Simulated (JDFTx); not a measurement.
Crystal: HfO2.

```
CELL_PARAMETERS angstrom
0.00000 2.55750 2.55750
2.55750 0.00000 2.55750
2.55750 2.55750 0.00000
ATOMIC_POSITIONS crystal
Hf 0.00000 0.00000 0.00000
O 0.75000 0.75000 0.75000
O 0.25000 0.25000 0.25000
```

Measurements of this composition are mostly on another form, of space group No. 14.

Base run:

| Property | Result |
| --- | --- |
| Program | JDFTx 1.7.0 (patched build) |
| Functional | LDA |
| Potentials or basis | PseudoDojo-SR-LDA-0.4.1-standard with smoothed tails |
| Cutoff | 1143 eV |
| Density cutoff | 9143 eV |
| k mesh | 9 × 9 × 9 |
| Occupations | fermi-dirac, width 0.05 eV |
| Spin | no spin polarisation |

Its results: band gap on the k mesh 3.67 eV, indirect (least direct gap 3.79 eV); pressure -22.0 GPa.

The run is repeated on the same cell with these changes: functional from LDA to BLYP; potentials or basis from PseudoDojo-SR-LDA-0.4.1-standard with smoothed tails to PseudoDojo-SR-PBE-0.5-standard. What comes out?

Band gap on the k mesh 3.92 eV, indirect (least direct gap 4.04 eV); pressure 1.6 GPa.

Caveats: spin-orbit coupling is left out, which moves the levels of the heavy elements; an odd mesh through Γ misses points on the zone boundary, where band edges often lie; the empty levels aren't tightly converged (some runs); so large a pressure means that the cell lies far from this level's equilibrium, or that cutoff or potentials fall short (some runs); the potentials were made for another functional, which shifts forces and pressure (some runs).
